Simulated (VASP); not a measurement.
Write the native input for VASP 6.6.1 that does the following.

- Task: single point
- Functional: HSE(alpha, omega)
- Potentials or basis: VASP PAW PBE potentials, release 64 (S, Mg)
- Cutoff: 520 eV
- k mesh: 4 × 4 × 2
- Occupations: fermi-dirac, width 0.05 eV
- Spin: no spin polarisation
- Screening parameter: 0.3
- Grid for exact exchange (PRECFOCK): Fast
- Further INCAR settings: ALGO = Normal; EDIFF = 1e-07

MgS:

```
S Mg
1.0
     4.03462    0.00000    0.00000
    -2.01731    3.49409    0.00000
     0.00000    0.00000    6.43229
S Mg
2 2
Direct
  0.66667 0.33333 0.87924
  0.33333 0.66667 0.37924
  0.33333 0.66667 0.99575
  0.66667 0.33333 0.49575
```

The cell comes from a database or a generator and needn't be the stable form of this composition.

These files were run (other wordings do the same):

POSCAR

```
MgS
1.0
    4.0346224068      0.0000000000      0.0000000000
   -2.0173112034      3.4940854990      0.0000000000
    0.0000000000      0.0000000000      6.4322941800
S Mg
2 2
Direct
    0.6666666667      0.3333333333      0.8792441500
    0.3333333333      0.6666666667      0.3792441500
    0.3333333333      0.6666666667      0.9957548500
    0.6666666667      0.3333333333      0.4957548500
```

INCAR.step1

```
ALGO = Normal
EDIFF = 1E-5
ENCUT = 520
GGA = PE
ISIF = 2
ISMEAR = -1
LASPH = True
LCHARG = False
LREAL = False
LWAVE = True
NELM = 80
PREC = Accurate
SIGMA = 0.05
```

INCAR.step2

```
AEXX = 0.25
ALGO = Normal
EDIFF = 1E-7
ENCUT = 520
GGA = PE
HFSCREEN = 0.3
ISIF = 2
ISMEAR = -1
ISTART = 1
LASPH = True
LCHARG = False
LHFCALC = True
LREAL = False
LWAVE = False
NELM = 80
PREC = Accurate
PRECFOCK = Fast
SIGMA = 0.05
```

KPOINTS

```
k-points
0
Gamma
  4 4 2
```

Potentials or basis: VASP PAW PBE potentials, release 64 (S, Mg).

The run is started by

```sh
$ cat potpaw_PBE.64/S/POTCAR potpaw_PBE.64/Mg/POTCAR > POTCAR
$ cp INCAR.step1 INCAR
$ mpirun -np 1 vasp_std > vasp.out
$ cp INCAR.step2 INCAR
$ mpirun -np 1 vasp_std > vasp.out
```

It gave:

* Pressure: 0.0 GPa
* Largest force: 0.051 eV/Å
* Band gap on the k mesh: 4.28 eV, direct

Caveat: the k mesh is coarse (spacing up to 0.49 Å⁻¹), so the values aren't converged, least of all with exact exchange; the PAW data sets were made with another functional, which shifts forces and pressure a little.

Run time: 2.1 min on 1 thread of Intel(R) Xeon(R) Platinum 8488C (Sapphire Rapids), with other jobs on the host, peak memory 0.29 GiB.
